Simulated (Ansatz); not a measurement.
## Co: do energies and stresses tell the same story?

Method: Ansatz, DFT r2SCAN, scalar-relativistic, plane waves, PAW.

Plane waves to 500 eV, a k mesh through Γ of 18×18×10 on the computed 2-atom cell and Gaussian smearing (0.10 eV); collinear spin from starting moments 2.09 2.09 μB.

Relaxed cell: P6_3/mmc, a = 2.473 Å, b = 2.473 Å, c = 4.017 Å, α = 90.00°, β = 90.00°, γ = 120.00°, 2 atoms in the primitive cell.

Energies at zero smearing and pressures from the stress tensor, at volumes with shape and atoms relaxed:
| V (Å³/atom) | E − E(first) (meV/atom) | P (GPa) |
| --- | --- | --- |
| 9.997 | 0.00 | 16.33 |
| 10.316 | -23.28 | 7.39 |
| 10.635 | -30.23 | -0.01 |
| 10.954 | -23.77 | -6.32 |
| 11.273 | -5.59 | -11.67 |

Task: Check P = −dE/dV between neighbouring volumes, and get the bulk modulus from the pressures alone.

Result: With 1 eV/Å³ = 160.2 GPa:
```json
{"middle V (Å³/atom)": "10.156", "−ΔE/ΔV (GPa)": "11.692", "mean P (GPa)": "11.859"}
{"middle V (Å³/atom)": "10.475", "−ΔE/ΔV (GPa)": "3.490", "mean P (GPa)": "3.693"}
{"middle V (Å³/atom)": "10.795", "−ΔE/ΔV (GPa)": "-3.247", "mean P (GPa)": "-3.163"}
{"middle V (Å³/atom)": "11.114", "−ΔE/ΔV (GPa)": "-9.125", "mean P (GPa)": "-8.997"}
```

The two differ by 0.20 GPa at most. The mean of two end pressures misses the average over a step by about ΔV² P″/12, up to 0.16 GPa here; with that taken off 0.10 GPa remains. The stress is the derivative of the free energy, not of the energy at zero smearing, and with free energies 0.04 GPa remains. Around V = 10.635 Å³/atom, the two neighbours give B = −V ΔP/ΔV = 10.635 × 13.71 / 0.638 = 228.5 GPa, against B0 = 228.2 GPa from the Birch–Murnaghan fit of the energies.

The state reached may not be the lowest one.

Only this magnetic start was tried.

Cost: 6 runs of about 9 core-minutes in all, on Arm Neoverse V2 (shared hosts).